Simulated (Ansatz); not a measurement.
**A computed series for ZrO2: response to strain**

Start from ZrO2 (space group P4_2/nmc, No. 137; a = 3.584 Å, c = 5.179 Å). Axes: x, y, z lie along a, b, c of the conventional cell.

Strains are applied to the cell and any free atomic positions relax; under biaxial strain the out-of-plane vector relaxes too; under stress the whole cell relaxes.

The values are results of Kohn–Sham DFT with the PBEsol functional, run in Ansatz (a first-principles code) with PAW and 420 eV plane waves, without spin-orbit coupling, earlier PAW set, not measurements.

Candidates:
(a) biaxial strain −2.33 %, plane normal [001], relaxed out of plane
(b) uniaxial stress, 2 GPa tension along z
(c) tensor shear ε_xz = −0.76 %

For the base:

* **Band gap**: 4.00 eV

Question: Order them by band gap, lowest first.

Answer: (c) tensor shear ε_xz = −0.76 % (4.01 eV), (b) uniaxial stress, 2 GPa tension along z (4.06 eV), (a) biaxial strain −2.33 %, plane normal [001], relaxed out of plane (4.15 eV)

Stability under load was not tested beyond the relaxation. This is not the structure that ZrO2 has at room temperature and ambient pressure.
